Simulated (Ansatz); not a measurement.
# TaN: one crystal by all-electron and frozen-core methods, part 2 of 2

Does the method matter for TaN? The same cell, functional and mesh are run with full-potential LAPW, PAW on the default files and all-electron PAW on datasets made for the crystal.

Ansatz 0.2.0; DFT PBE; a database cell (COD). «Crystal datasets» are all-electron PAW datasets made for this crystal.

## 3. PAW on the default files

Contents of input.yaml:

```yaml
crystal:
  lattice:
    - [3.0480019786, 0.0, 0.0]
    - [-1.5240009893, 2.6396471442, 0.0]
    - [0.0, 0.0, 4.918]
  atoms:
    - { symbol: Ta, position: [0.0, 0.0, 0.0] }
    - { symbol: Ta, position: [0.0, 0.0, 0.5] }
    - { symbol: "N", position: [0.3333333333, 0.6666666667, 0.25] }
    - { symbol: "N", position: [0.6666666667, 0.3333333333, 0.75] }
kpoints:
  mp_grid: { grid: [9, 9, 5] }
  band_path:
    path:
      - [0.0, 0.0, 0.0]
      - [0.5, 0.0, 0.0]
      - [0.3333333333, 0.3333333333, 0.0]
      - [0.0, 0.0, 0.0]
      - [0.0, 0.0, 0.5]
      - [0.5, 0.0, 0.5]
      - [0.3333333333, 0.3333333333, 0.5]
      - [0.0, 0.0, 0.5]
      - [0.5, 0.0, 0.5]
    npoints: 14
scf:
  occupations: { method: fermi_dirac, width: 0.01 }
hamiltonian:
  xc: pbe
  pseudopotentials: { kind: paw }
output:
  forces: true
  stress: true
  eigenvalues: true
  efg: { contact_densities: true }
  populations: true
  bader: true
  dos: { projected: true, de: 0.2, e_range: [-14, 8] }
  write_density: true
  write_potential: true
  elf: true
  volumetric_format: npy
```

Run with:

```bash
$ ansatz run input.yaml --threads 1 --pin off --max-ram 4096MiB --backend cpu --events-out ev --progress --plain --runs-dir out
```

What it wrote:

```text
Ta: output.efg is read without spin–orbit coupling, which moves field gradients at and beside such atoms by some per cent and up to a factor of two; PAW files take it under magnetization.noncollinear and magnetization.spin_orbit
Engine: ansatz 0.2.0
Pseudopotentials: kind: paw
Pseudopotential: Ta, paw, valence charge 13, recommended cutoff 420 eV (normal)
Pseudopotential: N, paw, valence charge 5, recommended cutoff 420 eV (normal)
Functional definition: PBE
  parameter kappa = 0.804
  parameter beta = 0.06672455060314922
  exchange = pbe_x(kappa = kappa, mu = beta*pi^2/3)
  correlation = pbe_c(beta = beta)
Crystal: 4 atoms, lattice volume = 39.569 Å³
Basis set: ecut = 420 eV, 785 PW (Γ), exchange–correlation on 48×48×72 points (8 copies of the dense FFT grid, shifted against one another)
Bands: 22, of which v1, the nominal top of the filled ones, is band 18 counted from 1 (17 counted from 0)
Symmetry: 24 space group operations
Space group: P63/mmc (ITA 194), of the structure as read, at distance tolerance 3.4e-5 Å
k-points: 36 of 405
Non-local potential: Ta, projectors of the file, l = 0: 3, l = 1: 2, l = 2: 2, l = 3: 1
Non-local potential: N, projectors of the file, l = 0: 2, l = 1: 2, l = 2: 1
PAW form: soft (Blöchl's): semilocal exchange-correlation on the pseudo side does not see the compensation charge
PAW one-centre angular grid: Ta, 590 points (default); XC on 64 Gauss nodes
PAW one-centre angular grid: N, 110 points (default); XC on 64 Gauss nodes
Initial density: superposition of atomic densities (neutral atoms: chi_scale 0, normalization atom), corrected by the library's trained network
Initial wavefunctions: pseudopotential atomic-orbital guess
Functional: x = pbe(κ = 0.804, μ = 0.2195149727645171), c = pbe(β = 0.06672455060314922)
SCF iter   1: F=—  HF=-20633.503145 eV  |F-HF|=—  |Δ(HF+E_count)|=         —  Δρ=1.41e-2  dr2=3.60e-2  ethr=1.77e-3  ⟨swp⟩=6.0  Hψ=3767  notcnv=0
preconditioner: auto → none  [insulator: Δε(μ)=0.045 eV  Ē_g=10.034 eV  σ=0.010 eV  W_gap=0.62  n_scr=10 (ndim 8)  ℏωp=26.4 eV  f_vac=0.000  D(μ)=5.97/eV (n_scr^D=98)  ε∞_Penn≈7.9]
SCF iter   2: F=—  HF=-20633.495517 eV  |F-HF|=—  |Δ(HF+E_count)|=   7.63e-3  Δρ=6.32e-3  dr2=5.82e-3  ethr=9.99e-5  ⟨swp⟩=2.0  Hψ=1196  notcnv=0  defer=5
SCF iter   3: F=—  HF=-20633.494890 eV  |F-HF|=—  |Δ(HF+E_count)|=   6.27e-4  Δρ=7.56e-4  dr2=7.95e-5  ethr=1.62e-5  ⟨swp⟩=2.0  Hψ=935  notcnv=0  defer=6
SCF iter   4: F=—  HF=-20633.494938 eV  |F-HF|=—  |Δ(HF+E_count)|=   4.86e-5  Δρ=7.85e-5  dr2=1.30e-6  ethr=2.21e-7  ⟨swp⟩=2.1  Hψ=1317  notcnv=0  defer=6
iter 5 did not close the SCF: its close was put off for the readings that it lacked (scf_convergence_deferred on its scf_iter line)
SCF iter   5: F=-20633.494938 eV  HF=-20633.494938 eV  |F-HF|=2.52e-9  |Δ(HF+E_count)|=   3.14e-8  Δρ=1.55e-5  dr2=3.41e-8  ethr=3.62e-9  ⟨swp⟩=2.0  Hψ=1135  notcnv=0  defer=6
SCF iter   6: F=-20633.494938 eV  HF=-20633.494938 eV  |F-HF|=2.08e-9  |Δ(HF+E_count)|=   1.47e-8  Δρ=3.59e-6  dr2=3.77e-9  ethr=9.46e-11  ⟨swp⟩=6.6  Hψ=5107  notcnv=0
SCF 1 converged in 6 iterations: F = -20633.494938 eV  dr2 = 3.77e-9
NSCF: frozen V_eff on 113 k-points
SCF converged after 6 iterations
Free energy (F): -20633.494938 eV
Harris-Foulkes:  -20633.494938 eV  (|F-HF|=2.08e-9)
Internal energy: -20633.493271 eV  (E = F + TS)
E sigma→0 (E₀):  -20633.494105 eV
Entropy (-TS):   -0.001668 eV (-0.417 meV/atom)
Fermi energy:    22.942489 eV
--- Per-component energies (eV) ---
  E_band       = -32.968847
  E_kinetic    = 1021.802175
  E_local      = -1150.246129  (includes V_loc(G=0)·N_el)
  E_nonlocal   = 125.282670
  E_hartree    = 405.906042
  E_xc         = -565.400306
  E_vxc        = -572.044167  (∫ρ·V_xc dr)
  E_paw        = -17052.213270  (= ΣΔE_a)
  E_vpaw       = -269.576672  (= ΣTr[D̂ρ^β])
  E_aug_tail   = 0.000548  (compensation charges beyond the density's cutoff)
  E_ewald      = -3418.625000
  E_smearing   = -0.001668  (= −TS)
  E_closure    = 0.000000  (closes the sum)
  Σ components = -20633.494938   (vs F -20633.494938, Δ=0.00e0)
--- Forces (eV/Å), atoms counted from 1 ---
  atom   1  Ta    -0.00000000    -0.00000000     0.00000000
  atom   2  Ta     0.00000000     0.00000000     0.00000000
  atom   3  N      0.00000000    -0.00000000     0.00000000
  atom   4  N      0.00000000     0.00000000     0.00000000
  max |Σ_I F_I| component: 3.70e-17 eV/Å
--- Stress (GPa, compression-positive) ---
       31.325335      -0.000000       0.000000
       -0.000000      31.325335       0.000000
        0.000000       0.000000     116.260109
  P = ⅓ Tr σ = 59.6369 GPa (596.369 kbar)
--- PAW observables at the nuclei: V_zz in 10²¹ V/m², potentials from the cell's mean, atoms counted from 1 ---
  atom   1  Ta V_zz =   -20.482047   η = 0.0000   by run symmetry: allowed
            electrostatic potential = -14504.548339 V   contact ρ = 8154454.591994 e/Å³
  atom   2  Ta V_zz =   -20.482047   η = 0.0000   by run symmetry: allowed
            electrostatic potential = -14504.548339 V   contact ρ = 8154454.591994 e/Å³
  atom   3  N  V_zz =    +0.568593   η = 0.0000   by run symmetry: allowed
            electrostatic potential = -532.228978 V   contact ρ = 1413.812246 e/Å³
  atom   4  N  V_zz =    +0.568593   η = 0.0000   by run symmetry: allowed
            electrostatic potential = -532.228978 V   contact ρ = 1413.812246 e/Å³
--- Band table (eV; the first three rows and the last of 36) ---
  k-point 0: bands = ["-45.9077", "-45.6026", "-14.1902", "-12.3458", "-12.3458", "-11.9709", "-11.9709", "-11.1403", "3.9858", "7.3576", "12.8303", "15.0657", "15.0657", "17.6928", "19.3162", "19.3162", "19.3329", "21.1121", "21.1121", "22.3366", "22.3366", "25.7524"]
  k-point 1: bands = ["-45.8790", "-45.6322", "-13.9403", "-12.3114", "-12.3114", "-12.0082", "-12.0082", "-11.4856", "4.2683", "6.9123", "13.4295", "15.3210", "15.3210", "17.5539", "18.4918", "18.4918", "19.6204", "21.4483", "21.4483", "23.1358", "23.1358", "26.4012"]
  k-point 2: bands = ["-45.8035", "-45.7093", "-13.2528", "-12.3228", "-12.2200", "-12.2200", "-12.1042", "-12.1042", "5.0024", "5.9703", "14.8018", "16.0537", "16.0537", "16.3720", "17.1718", "17.1718", "21.5616", "22.3866", "22.3866", "23.4744", "23.4744", "24.5428"]
  k-point 35: bands = ["-45.7445", "-45.6521", "-13.0244", "-12.8137", "-12.8137", "-12.6496", "-12.6496", "-12.1435", "6.2907", "6.2907", "14.5689", "14.5689", "16.1070", "16.1070", "16.1221", "17.4705", "22.6128", "22.6128", "23.1367", "25.3998", "25.3998", "25.5007"]
--- Löwdin populations: 4 sites ---
  site symbol       q [e]
     0     Ta     12.2580
     1     Ta     12.2580
     2      N      5.6724
     3      N      5.6724
  spilling = 0.003867 (of n_electrons = 36.000000)
--- Bader charges: 4 sites ---
  site symbol  charge [e]  shift [e]
     0     Ta      1.7424     0.0011
     1     Ta      1.7423     0.0011
     2      N     -1.7423     0.0011
     3      N     -1.7423     0.0011
  estimated error of the sums over rays = 5.7e-4 e
```

It took 48 s on 1 thread of Intel Xeon Platinum 8488C (Sapphire Rapids), shared host; peak memory 0.45 GiB.

Result: pressure 59.64 GPa; no gap; Vzz Ta1 -20.48 (η = 0.00), N3 0.57 (η = 0.00) (10²¹ V/m²).

```tsv
atom	Bader charge (e)	basin volume (Å³)
Ta1	+1.74	10.30
N3	-1.74	9.48
```

Density in a lattice plane of the grid's cell (edges 3.05 and 4.92 Å, at 0.000 of the third edge), which holds Ta.

Ten even steps from ' ' (0.25 e/Å³) to '@' (4.40 e/Å³):
```
@@@@@@++..          ..++@@@@
@@%%**--..          ..--**%%
++==::..              ..::==
....                      ..
                            
....                      ..
++==::..              ..::==
@@@@**--..          ..--**@@
@@@@@@++..          ..++@@@@
##@@@@**::          ::**@@@@
@@@@@@++..          ..++@@@@
@@@@**--..          ..--**@@
++==::..              ..::==
....                      ..
                            
....                      ..
++==::..              ..::==
@@%%**--..          ..--**%%
@@@@@@++..          ..++@@@@
**%%@@**::          ::**@@%%
```
Columns run along the first of these edges and rows up along the second, over one cell in 14 and 20 even steps from the bottom left corner. Atoms in the plane (fractional): Ta at (0.00, 0.00), Ta at (0.00, 0.50).

ELF in the same plane.

Values, 12 rows by 8 columns:
```
0.57 0.70 0.40 0.16 0.30 0.16 0.40 0.70
0.59 0.41 0.18 0.39 0.54 0.39 0.18 0.41
0.31 0.27 0.32 0.56 0.65 0.56 0.32 0.27
0.58 0.41 0.18 0.39 0.54 0.39 0.18 0.41
0.54 0.69 0.40 0.16 0.30 0.16 0.40 0.69
0.02 0.56 0.63 0.14 0.22 0.14 0.63 0.56
0.54 0.69 0.40 0.16 0.30 0.16 0.40 0.69
0.58 0.41 0.18 0.39 0.54 0.39 0.18 0.41
0.31 0.27 0.32 0.56 0.65 0.56 0.32 0.27
0.59 0.41 0.18 0.39 0.54 0.39 0.18 0.41
0.57 0.70 0.40 0.16 0.30 0.16 0.40 0.70
0.00 0.53 0.65 0.14 0.21 0.14 0.65 0.53
```
Columns run along the first of these edges and rows up along the second, over one cell in 8 and 12 even steps from the bottom left corner. Atoms in the plane (fractional): Ta at (0.00, 0.00), Ta at (0.00, 0.50).

Both are smooth fields of the valence electrons: close to the nuclei they are not physical.

Outside the cores ELF peaks at 0.82 in the shell around N, 0.6 Å from N.

## 4. All-electron PAW on datasets made for the crystal

input.yaml, as its differences from that of step 3:

```diff
@@ -23,3 +23,3 @@
       - [0.5, 0.0, 0.5]
-    npoints: 14
+    npoints: 8
 scf:
@@ -28,3 +28,3 @@
   xc: pbe
-  pseudopotentials: { kind: paw }
+  pseudopotentials: { kind: all_electron, datasets: crystal }
 output:
@@ -34,8 +34 @@
   efg: { contact_densities: true }
-  populations: true
-  bader: true
-  dos: { projected: true, de: 0.2, e_range: [-14, 8] }
-  write_density: true
-  write_potential: true
-  elf: true
-  volumetric_format: npy
```

Run with:

```bash
$ ansatz run input.yaml --threads 1 --pin off --max-ram 4096MiB --backend cpu --events-out ev --progress --plain --runs-dir out
```

What it wrote, shortened:

```text
[...]
band count auto-derived: 43 (N_el = 64.0; filled up to band 32; 39 by the electrons, moments and atoms)
Ta: output.efg is read without spin–orbit coupling, which moves field gradients at and beside such atoms by some per cent and up to a factor of two; PAW files take it under magnetization.noncollinear and magnetization.spin_orbit
[...]
Pseudopotentials: kind: all_electron
Pseudopotential: Ta, paw, valence charge 27, recommended cutoff 500 eV (normal), Koelling and Harmon's equation, gaussian nucleus
Pseudopotential: N, paw, valence charge 5, recommended cutoff 500 eV (normal), Koelling and Harmon's equation, gaussian nucleus
Functional definition: PBE
[...]
Crystal: 4 atoms, lattice volume = 39.569 Å³
Basis set: ecut = 500 eV, 1001 PW (Γ), exchange–correlation on 48×48×72 points (8 copies of the dense FFT grid, shifted against one another)
[...]
--- Stress (GPa, compression-positive) ---
       30.995203       0.000000       0.000000
       -0.000000      30.995203       0.000000
        0.000000       0.000000     115.500213
  P = ⅓ Tr σ = 59.1635 GPa (591.635 kbar)
--- PAW observables at the nuclei: V_zz in 10²¹ V/m², potentials from the cell's mean, atoms counted from 1 ---
  atom   1  Ta V_zz =   -20.005185   η = 0.0000   by run symmetry: allowed
            electrostatic potential = -14503.897317 V   contact ρ = 8150594.017090 e/Å³
  atom   2  Ta V_zz =   -20.005185   η = 0.0000   by run symmetry: allowed
            electrostatic potential = -14503.897317 V   contact ρ = 8150594.017090 e/Å³
  atom   3  N  V_zz =    +0.561203   η = 0.0000   by run symmetry: allowed
            electrostatic potential = -532.233610 V   contact ρ = 1414.077644 e/Å³
  atom   4  N  V_zz =    +0.561203   η = 0.0000   by run symmetry: allowed
            electrostatic potential = -532.233610 V   contact ρ = 1414.077644 e/Å³
--- Band table (eV; the first three rows and the last of 36) ---
[...]
```

It took 36 s on 1 thread of Intel Xeon Platinum 8488C (Sapphire Rapids), shared host; peak memory 0.79 GiB.

Read from it: pressure 59.16 GPa; no gap; Vzz Ta1 -20.01 (η = 0.00), N3 0.56 (η = 0.00) (10²¹ V/m²).

```tsv
atom	contact density (e/Å³)
Ta1	8150594
N3	1414.078
```

## 5. Side by side

```
          method  pressure (GPa)  Vzz Ta1 (10²¹ V/m²)  Vzz N3 (10²¹ V/m²)  SCF cycles, all passes
            LAPW           59.16                    –                   –                      10
             PAW           59.64               -20.48                0.57                       6
crystal datasets           59.16               -20.01                0.56                      10
```

## 6. Outcome

This closing draws on all 2 parts.

| quantity | value |
| --- | --- |
| pressure | LAPW 59.16, PAW 59.64, crystal datasets 59.16 GPa |
| gap (LAPW) | none |
| Bader charges (PAW) | Ta1 +1.74, N3 -1.74 e |
| highest ELF (PAW) | 0.82, 0.61 Å from N |

The pressure of 59.2 GPa pushes the cell to expand, with the atoms held in place. There is no gap at this level; the crystal is a metal here. Within 0.3 eV of the Fermi level the largest projected share is Ta 5d (81 %). The projection holds only the free atom's occupied shells (Ta 6s, Ta 5p, Ta 5d, N 2s, N 2p in this range). The field gradient at Ta1, the largest by crystal datasets, is -20.48 by PAW and -20.01 by crystal datasets (10²¹ V/m²), within 5 %. Spin–orbit coupling is left out, which moves gradients at and beside heavy atoms by some per cent and at worst by a factor of two. In pressure, PAW differs from LAPW by +0.47 GPa. LAPW took about 2 times as long as PAW (93 s against 48 s, on a shared host and with the outputs that each input asks for). Spin-orbit coupling is left out, though the cell holds Ta; in elements this heavy it can shift bands and gaps by tenths of an eV.
